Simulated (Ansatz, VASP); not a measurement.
# SiC: VASP beside Ansatz

File INCAR:

```
SYSTEM = SiC
PREC     = Accurate       ! precision mode
ENCUT    = 520            ! plane-wave cutoff, eV
EDIFF    = 1E-6           ! SCF threshold, eV
ISMEAR   = 0              ! smearing method
SIGMA    = 0.05           ! smearing width, eV
LREAL    = .False.        ! projectors in reciprocal space
LASPH    = .True.         ! aspherical terms in the spheres
NELM     = 80             ! most SCF steps
ALGO     = Normal         ! electronic algorithm
ISIF     = 2              ! what is computed and relaxed
LWAVE    = .False.        ! write WAVECAR
LCHARG   = .True.         ! write CHGCAR
GGA      = PE             ! functional
LELF     = .True.         ! ELF
LVHAR    = .True.       
NBANDS   = 11             ! bands
```

Contents of KPOINTS:

```
Automatic mesh
0
Gamma
  12 12 12
  0 0 0
```

POSCAR

```
SiC
1.0
    0.0000000000      2.1210686735      2.1210686735
    2.1210686735      0.0000000000      2.1210686735
    2.0763848268      2.0763848268      0.0446838467
Si C
1 1
Direct
    0.0000000000      0.0000000000      0.0000000000
    0.7500000000      0.7500000000      0.7500000000
```

Input for Ansatz:

```yaml
crystal:
  lattice:
    - [0.0, 2.1210686735, 2.1210686735]
    - [2.1210686735, 0.0, 2.1210686735]
    - [2.0763848268, 2.0763848268, 0.0446838467]
  atoms:
    - { symbol: Si, position: [0.0, 0.0, 0.0] }
    - { symbol: C, position: [0.75, 0.75, 0.75] }
basis:
  ecutwfc: 520.0
kpoints:
  mp_grid: { grid: [12, 12, 12] }
hamiltonian:
  xc: pbe
scf:
  occupations: { method: gaussian, width: 0.05 }
output:
  forces: true
  stress: true
  eigenvalues: true
  write_density: true
  write_potential: true
  elf: true
  volumetric_format: npy
```

Alike in both runs: task single point; functional PBE; k mesh 12 × 12 × 12; occupations gaussian, width 0.05 eV; no spin polarisation.

```csv
,VASP,Ansatz
version,VASP 6.6.1,Ansatz 0.2.0
potentials or method,"VASP PAW PBE potentials, release 64 (Si, C)","scalar-relativistic, plane waves, PAW"
plane-wave cutoff (eV),520,520
valence electrons in the cell,8,8
```

|  | VASP | Ansatz | Ansatz less VASP |
| --- | --- | --- | --- |
| gap on the k mesh at the Fermi level (eV) | 1.08 | 1.09 | +0.006 |
| least direct gap on the mesh (eV) | 4.43 | 4.43 | +0.008 |
| rms of the force components (eV/Å) | 0.362 | 0.363 | +0.0007 |

Atom by atom the forces differ by 0.001 eV/Å (rms over components). The functional is the same, so the differences come from potentials, cutoffs and numerics.

 A k mesh can miss the band edges.
